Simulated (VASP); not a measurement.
# RbBr (Fm-3m) in VASP: further runs

One crystal, RbBr, is run at these levels: PBE+D3(BJ); tasks: relaxation of the atoms.

Program: VASP 6.6.1. These are calculated values, not measurements. Logs are shortened: lines on timing, memory, paths and dates and some standing lists are left out, and cuts for length are marked.

## 1. The crystal as given

Symmetry: Fm-3m, No. 225, cubic system. The conventional cell has a = 6.891 Å, b = 6.891 Å, c = 6.891 Å, α = 90.00°, β = 90.00°, γ = 90.00°. Rb (site symmetry m-3m) is surrounded by 6 Br at 3.45 Å. Around Br (site symmetry m-3m) lie 6 Rb at 3.45 Å.

## 2. Relaxation of the atoms, PBE+D3(BJ) (a relaxed cell with its volume scaled by 0.96)

File INCAR:

```
SYSTEM = RbBr
PREC = Accurate
ENCUT = 600
EDIFF = 1E-7
ISMEAR = 0
SIGMA = 0.03
LREAL = .FALSE.
LASPH = .TRUE.
NELM = 80
ALGO = Fast
ISIF = 2
LWAVE = .FALSE.
LCHARG = .FALSE.
GGA = PE
IVDW = 12
IBRION = 2
NSW = 40
EDIFFG = -0.01
```

File KPOINTS:

```
Automatic mesh
0
G
  8 8 8
  0 0 0
```

File POSCAR:

```
RbBr                                    
1.0
    0.0000000000      3.3989788866      3.3989788866
    3.3989788866      0.0000000000      3.3989788866
    3.3989788866      3.3989788866      0.0000000000
  Rb              Br            
     1     1
Direct
     0.0000000000000000    0.0000000000000000    0.0000000000000000
     0.5000000000000000    0.5000000000000000    0.5000000000000000
```

Potentials or basis: VASP PAW PBE potentials, release 64 (Rb_sv, Br).

Command:

```console
$ cat potpaw_PBE.64/Rb_sv/POTCAR potpaw_PBE.64/Br/POTCAR > POTCAR
$ mpirun -np 1 vasp_std > vasp.out
```

OUTCAR:

```text
SYSTEM = RbBr
   PREC = Accurate
   ENCUT = 600
   EDIFF = 1E-7
   ISMEAR = 0
   LREAL = .FALSE.
   LASPH = .TRUE.
   NELM = 80
   ISIF = 2
   GGA = PE
   IVDW = 12
   IBRION = 2
   NSW = 40
   EDIFFG = -0.01
 IVDW          = 12

 ion  position               nearest neighbor table
   1  0.000  0.000  0.000-   2 3.40   2 3.40   2 3.40   2 3.40   2 3.40   2 3.40
   2  0.500  0.500  0.500-   1 3.40   1 3.40   1 3.40   1 3.40   1 3.40   1 3.40

  LATTYP: Found a face centered cubic cell.
 ALAT       =     6.7979577732

  Lattice vectors:

 A1 = (   0.0000000000,   3.3989788866,   3.3989788866)
 A2 = (   3.3989788866,   0.0000000000,   3.3989788866)
 A3 = (   3.3989788866,   3.3989788866,   0.0000000000)

Analysis of symmetry for initial positions (statically):
=====================================================================
 Subroutine PRICEL returns:
 Original cell was already a primitive cell.

 Routine SETGRP: Setting up the symmetry group for a
 face centered cubic supercell.

 Subroutine GETGRP returns: Found 48 space group operations
 (whereof 48 operations were pure point group operations)
 out of a pool of 48 trial point group operations.

The static configuration has the point symmetry O_h .

Analysis of symmetry for dynamics (positions and initial velocities):
=====================================================================
 Subroutine PRICEL returns:
 Original cell was already a primitive cell.

 Routine SETGRP: Setting up the symmetry group for a
 face centered cubic supercell.

 Subroutine GETGRP returns: Found 48 space group operations
 (whereof 48 operations were pure point group operations)
 out of a pool of 48 trial point group operations.

The dynamic configuration has the point symmetry O_h .

 Subroutine INISYM returns: Found 48 space group operations
 (whereof 48 operations are pure point group operations),
 and found     1 'primitive' translations

----------------------------------------------------------------------------------------

                                     Primitive cell

  volume of cell :      78.5372

  direct lattice vectors                    reciprocal lattice vectors
     0.000000000  3.398978887  3.398978887    -0.147103003  0.147103003  0.147103003
     3.398978887  0.000000000  3.398978887     0.147103003 -0.147103003  0.147103003
     3.398978887  3.398978887  0.000000000     0.147103003  0.147103003 -0.147103003

  length of vectors
     4.806882040  4.806882040  4.806882040     0.254789874  0.254789874  0.254789874

  position of ions in fractional coordinates (direct lattice)
     0.000000000  0.000000000  0.000000000
     0.500000000  0.500000000  0.500000000

  ion indices of the primitive-cell ions
   primitive index   ion index
                 1           1
                 2           2

----------------------------------------------------------------------------------------

 KPOINTS: Automatic mesh

Automatic generation of k-mesh.
 Grid dimensions read from file:
 generate k-points for:    8    8    8

 Generating k-lattice:

  Cartesian coordinates                     Fractional coordinates (reciprocal lattice)
    -0.018387875  0.018387875  0.018387875     0.125000000  0.000000000  0.000000000
     0.018387875 -0.018387875  0.018387875     0.000000000  0.125000000  0.000000000
     0.018387875  0.018387875 -0.018387875     0.000000000  0.000000000  0.125000000

  Length of vectors
     0.031848734  0.031848734  0.031848734

  Shift w.r.t. Gamma in fractional coordinates (k-lattice)
     0.000000000  0.000000000  0.000000000

 Subroutine IBZKPT returns following result:
 ===========================================

 Found     29 irreducible k-points:

 Following reciprocal coordinates:
            Coordinates               Weight
  0.000000  0.000000  0.000000      1.000000
  0.125000  0.000000  0.000000      8.000000
  0.250000  0.000000  0.000000      8.000000
  0.375000  0.000000  0.000000      8.000000
  0.500000  0.000000  0.000000      4.000000
  0.125000  0.125000  0.000000      6.000000
[... 16 lines left out ...]
  0.500000  0.250000  0.125000     48.000000
 -0.375000  0.250000  0.125000     24.000000
 [... further k-points ...]
   k-points           NKPTS =     29   k-points in BZ     NKDIM =     29   number of bands    NBANDS=     12
   number of dos      NEDOS =    301   number of ions     NIONS =      2
   total plane-waves  NPLWV =  64000
   dimension x,y,z NGX =    40 NGY =   40 NGZ =   40
   dimension x,y,z NGXF=    80 NGYF=   80 NGZF=   80
   ions per type =               1   1
   NGX,Y,Z   is equivalent  to a cutoff of  13.83, 13.83, 13.83 a.u.
   NGXF,Y,Z  is equivalent  to a cutoff of  27.67, 27.67, 27.67 a.u.
 SYSTEM =  RbBr
   PREC   = accura    normal or accurate (medium, high low for compatibility)
   ISTART =      0    job   : 0-new  1-cont  2-samecut
   ICHARG =      2    charge: 1-file 2-atom 10-const
   ISPIN  =      1    spin polarized calculation?
   LNONCOLLINEAR =      F non collinear calculations
   LSORBIT =      F    spin-orbit coupling
   LASPH  =      T    aspherical Exc in radial PAW
   ENCUT  =  600.0 eV  44.10 Ry    6.64 a.u.   9.60  9.60  9.60*2*pi/ulx,y,z
   NELM   =     80;   NELMIN=  2; NELMDL= -5     # of ELM steps
   EDIFF  = 0.1E-06   stopping-criterion for ELM
   LREAL  =      F    real-space projection
   EDIFFG = -.1E-01   stopping-criterion for IOM
   NSW    =     40    number of steps for IOM
   IBRION =      2    ionic relax: 0-MD 1-quasi-New 2-CG
   NFREE  =      1    steps in history (QN), initial steepest desc. (CG)
   ISIF   =      2    stress and relaxation
   ISYM   =      2    0-nonsym 1-usesym 2-fastsym
   POTIM  = 0.5000    time-step for ionic-motion
   TEBEG  =    0.0;   TEEND  =   0.0 temperature during run
   PSTRESS=    0.0 pullay stress
   NELECT =      16.0000    total number of electrons
   NUPDOWN=      -1.0000    fix difference up-down
   EMIN   =  10.00;   EMAX   =-10.00  energy-range for DOS
   EFERMI =   0.00;   METHOD = LEGACY
   ISMEAR =     0;   SIGMA  =   0.03  broadening in eV -4-tet -1-fermi 0-gaus
   EFERMI_NEDOS =   21; number of points for ismear=-14 and -15
   IALGO  =     68    algorithm
   IMIX   =      4    mixing-type and parameters
     AMIX     =   0.40;   BMIX     =  1.00
     AMIX_MAG =   1.60;   BMIX_MAG =  1.00
  volume/ion in A,a.u.               =      39.27       265.00
  Fermi-wavevector in a.u.,A,eV,Ry     =   0.963288  1.820351 12.625182  0.927925
  Thomas-Fermi vector in A             =   2.092821
   LORBIT       =      0    0 simple, 1 ext, 2 COOP (PROOUT), +10 PAW based schemes
   GGA     = PE    functional components
   LHFCALC =     F    Hartree Fock is set to
   AEXX    =    0.0000 exact exchange contribution
   IVDW    =    12    specifies the selected vdW correction
   LEPSILON=     F    determine dielectric tensor
   LRPA    =     F    only Hartree local field effects (RPA)
 conjugate gradient relaxation of ions
 non-spin polarized calculation
 RMM-DIIS sequential band-by-band and
 Gauss-broadening in eV      SIGMA  =   0.03
  energy-cutoff  :      600.00
  volume of cell :       78.54
 maximum number of plane-waves:      2685
 NGX is ok and might be reduce to    40
   NGX = 19   NGY = 19   NGZ = 19

 number of electron      16.0000001 magnetization

 Free energy of the ion-electron system (eV)
  ---------------------------------------------------
  ext. energy  EPLUGINS =         0.00000000
  ---------------------------------------------------
  free energy    TOTEN  =        -6.08201482 eV

  energy without entropy =       -6.08201482  energy(sigma->0) =       -6.08201482

 E-fermi :  -1.4516     XC(G=0):  -7.3317

 val. band max:       -1.6567233814   @ k =   0.0000   0.0000   0.0000
 cond. band min:       2.7697611183   @ k =   0.0000   0.0000   0.0000
 fundamental gap:      4.4264844997
 Fermi energy:        -1.4515596599

 k-point     1 :       0.0000    0.0000    0.0000
  band No.  band energies     occupation
      1     -26.0207      2.00000
      2     -13.8634      2.00000
      3     -10.0996      2.00000
      4     -10.0996      2.00000
      5     -10.0996      2.00000
      6      -1.6567      2.00000
      7      -1.6567      2.00000
      8      -1.6567      2.00000
      9       2.7698      0.00000
     10       5.6278      0.00000
     11       5.6278      0.00000
     12       5.6278      0.00000

 k-point     2 :       0.1250    0.0000    0.0000
  band No.  band energies     occupation
      1     -26.0191      2.00000
      2     -13.8706      2.00000
      3     -10.1008      2.00000
      4     -10.1008      2.00000
      5     -10.0914      2.00000
      6      -1.8506      2.00000
      7      -1.7168      2.00000
      8      -1.7168      2.00000
      9       3.1580      0.00000
     10       5.5346      0.00000
     11       5.8188      0.00000
     12       5.8188      0.00000

 k-point     3 :       0.2500    0.0000    0.0000
  band No.  band energies     occupation
      1     -26.0153      2.00000
      2     -13.8881      2.00000
      3     -10.1035      2.00000
      4     -10.1035      2.00000
      5     -10.0717      2.00000
      6      -2.2429      2.00000
      7      -1.8548      2.00000
      8      -1.8548      2.00000
      9       4.0650      0.00000
     10       5.5134      0.00000
     11       6.3688      0.00000
     12       6.3688      0.00000
[... 286 lines left out ...]
 k-point    23 :       0.5000    0.2500    0.1250
  band No.  band energies     occupation
      1     -26.0095      2.00000
      2     -13.8761      2.00000
      3     -10.1745      2.00000
      4     -10.1370      2.00000
      5     -10.0801      2.00000
      6      -2.4350      2.00000
      7      -2.0103      2.00000
      8      -1.9205      2.00000
      9       5.0813      0.00000
     10       5.4280      0.00000
     11       7.3121      0.00000
     12       7.5621      0.00000

 k-point    24 :      -0.3750    0.2500    0.1250
  band No.  band energies     occupation
      1     -26.0083      2.00000
      2     -13.8755      2.00000
      3     -10.1748      2.00000
      4     -10.1582      2.00000
      5     -10.0761      2.00000
      6      -2.4540      2.00000
      7      -2.0234      2.00000
      8      -2.0061      2.00000
      9       5.3635      0.00000
     10       5.8082      0.00000
     11       7.3288      0.00000
     12       7.4257      0.00000

 [... further k-points ...]

------------------------ aborting loop because EDIFF is reached ----------------------------------------

 Edisp (eV)   -0.40082

 E8    (eV) :    -0.1960

  FORCE on cell =-STRESS in cart. coord.  units (eV):
  Direction    XX          YY          ZZ          XY          YZ          ZX
  --------------------------------------------------------------------------------------
  -------------------------------------------------------------------------------------
  Total       0.30467     0.30467     0.30467     0.00000     0.00000     0.00000
  in kB       6.21536     6.21536     6.21536     0.00000     0.00000     0.00000
  external pressure =        6.22 kB  Pullay stress =        0.00 kB

 VOLUME and BASIS-vectors are now :
 -----------------------------------------------------------------------------
  energy-cutoff  :      600.00
  volume of cell :       78.54
      direct lattice vectors                 reciprocal lattice vectors
     0.000000000  3.398978887  3.398978887    -0.147103003  0.147103003  0.147103003
     3.398978887  0.000000000  3.398978887     0.147103003 -0.147103003  0.147103003
     3.398978887  3.398978887  0.000000000     0.147103003  0.147103003 -0.147103003

 POSITION                                       TOTAL-FORCE (eV/Angst)
 -----------------------------------------------------------------------------------
      0.00000      0.00000      0.00000         0.000000      0.000000     -0.000000
      3.39898      3.39898      3.39898        -0.000000     -0.000000      0.000000
 -----------------------------------------------------------------------------------
    total drift:                                0.000000     -0.000000     -0.000000

  FREE ENERGIE OF THE ION-ELECTRON SYSTEM (eV)
  ---------------------------------------------------
  free  energy   TOTEN  =        -6.4828327161 eV

  energy  without entropy=       -6.4828327161  energy(sigma->0) =       -6.48283272

 reached required accuracy - stopping structural energy minimisation
```

Wall time 38 s (1 thread of Intel Xeon Platinum 8375C at 2.90GHz (Ice Lake), shared host); peak memory 0.26 GiB.

What came out:

```yaml
Free_energy: -6.4828 eV
Pressure_after_relaxing: 0.6 GPa
Band_gap_on_the_k_mesh: 4.43 eV, direct
Dispersion_energy_per_atom: -0.200 eV
```

Final structure:
```xyz
2
Lattice="0.0000 3.3990 3.3990 3.3990 0.0000 3.3990 3.3990 3.3990 0.0000" Properties=species:S:1:pos:R:3 pbc="T T T"
Rb    0.0000    0.0000    0.0000
Br    3.3990    3.3990    3.3990
```

Levels at points of the mesh, in eV from the valence-band top:
```
           k point  band 6  band 7  band 8  band 9  band 10  band 11
(0.00, 0.00, 0.00)    0.00    0.00    0.00    4.43     7.28     7.28
(0.50, 0.00, 0.00)   -1.03   -0.38   -0.38    6.88     7.80     9.56
(0.50, 0.50, 0.00)   -0.48   -0.16   -0.16    5.58     7.23     9.25
```

Caveat: the relaxation stopped at its first step, so nothing moved.

## 3. Relaxation of the atoms, PBE+D3(BJ) (a relaxed cell with its volume scaled by 0.98)

INCAR is that of step 2.

KPOINTS is that of step 2.

File POSCAR:

```
RbBr                                    
1.0
    0.0000000000      3.4224208610      3.4224208610
    3.4224208610      0.0000000000      3.4224208610
    3.4224208610      3.4224208610      0.0000000000
  Rb              Br            
     1     1
Direct
     0.0000000000000000    0.0000000000000000    0.0000000000000000
     0.5000000000000000    0.5000000000000000    0.5000000000000000
```

Potentials or basis: VASP PAW PBE potentials, release 64 (Rb_sv, Br).

Command:

```console
$ cat potpaw_PBE.64/Rb_sv/POTCAR potpaw_PBE.64/Br/POTCAR > POTCAR
$ mpirun -np 1 vasp_std > vasp.out
```

It took 38 s on 1 thread of Intel Xeon Platinum 8375C at 2.90GHz (Ice Lake), shared host; peak memory 0.25 GiB.

Results (log left out):

```yaml
Free_energy: -6.4875 eV
Pressure_after_relaxing: 0.3 GPa
Band_gap_on_the_k_mesh: 4.37 eV, direct
Dispersion_energy_per_atom: -0.196 eV
```

Final structure:
```
Rb Br
1.0
     0.00000    3.42242    3.42242
     3.42242    0.00000    3.42242
     3.42242    3.42242    0.00000
Rb Br
1 1
Direct
  0.00000 0.00000 0.00000
  0.50000 0.50000 0.50000
```

Levels at points of the mesh, in eV from the valence-band top:
| k point | band 4 | band 5 | band 6 | band 7 | band 8 | band 9 | band 10 | band 11 | band 12 |
| --- | --- | --- | --- | --- | --- | --- | --- | --- | --- |
| (0.00, 0.00, 0.00) | -8.48 | -8.48 | 0.00 | 0.00 | 0.00 | 4.37 | 7.28 | 7.28 | 7.28 |
| (0.50, 0.00, 0.00) | -8.49 | -8.43 | -1.00 | -0.36 | -0.36 | 6.82 | 7.73 | 9.50 | 9.51 |
| (0.50, 0.50, 0.00) | -8.56 | -8.56 | -0.47 | -0.16 | -0.16 | 5.61 | 7.15 | 9.21 | 9.23 |

Caveat: the relaxation stopped at its first step, so nothing moved. A k mesh can miss the band edges.

## 4. Relaxation of the atoms, PBE+D3(BJ)

INCAR is that of step 3.

KPOINTS is that of step 3.

File POSCAR:

```
RbBr                                    
1.0
    0.0000000000      3.4455460278      3.4455460278
    3.4455460278      0.0000000000      3.4455460278
    3.4455460278      3.4455460278      0.0000000000
  Rb              Br            
     1     1
Direct
     0.0000000000000000    0.0000000000000000    0.0000000000000000
     0.5000000000000000    0.5000000000000000    0.5000000000000000
```

Command:

```console
$ cat potpaw_PBE.64/Rb_sv/POTCAR potpaw_PBE.64/Br/POTCAR > POTCAR
$ mpirun -np 1 vasp_std > vasp.out
```

Run time: 37 s. Hardware: 1 thread of Intel Xeon Platinum 8375C at 2.90GHz (Ice Lake), shared host; peak memory 0.25 GiB.

The run converged. Its results:

```yaml
Free_energy: -6.4889 eV
Pressure_after_relaxing: 0.0 GPa
Band_gap_on_the_k_mesh: 4.32 eV, direct
Dispersion_energy_per_atom: -0.192 eV
```

Final structure:
```
Rb Br
1.0
     0.00000    3.44555    3.44555
     3.44555    0.00000    3.44555
     3.44555    3.44555    0.00000
Rb Br
1 1
Direct
  0.00000 0.00000 0.00000
  0.50000 0.50000 0.50000
```

Levels at points of the mesh, in eV from the valence-band top:
```tsv
k point	band 6	band 7	band 8	band 9	band 10	band 11
(0.00, 0.00, 0.00)	0.00	0.00	0.00	4.32	7.27	7.27
(0.50, 0.00, 0.00)	-0.96	-0.34	-0.34	6.77	7.66	9.44
(0.50, 0.50, 0.00)	-0.47	-0.16	-0.16	5.63	7.07	9.12
```

Caveat: the relaxation stopped at its first step, so nothing moved.

## 5. Overview

```tsv
cell	gap on the mesh (eV)	pressure (GPa)
atoms relaxed from: a relaxed cell with its volume scaled by 0.96	4.43	0.6
atoms relaxed from: a relaxed cell with its volume scaled by 0.98	4.37	0.3
atoms relaxed	4.32	0.0
```

Alike in all rows: task relaxation of the atoms; level PBE+D3(BJ); potentials or basis VASP PAW PBE potentials, release 64 (Rb_sv, Br); no spin polarisation; k mesh 8 × 8 × 8; cutoff (eV) 600; smearing gaussian 0.03 eV.

Caveats: the relaxation stopped at its first step, so nothing moved.

Total energies depend on the potentials used, so only differences within one code and one set of settings carry meaning.
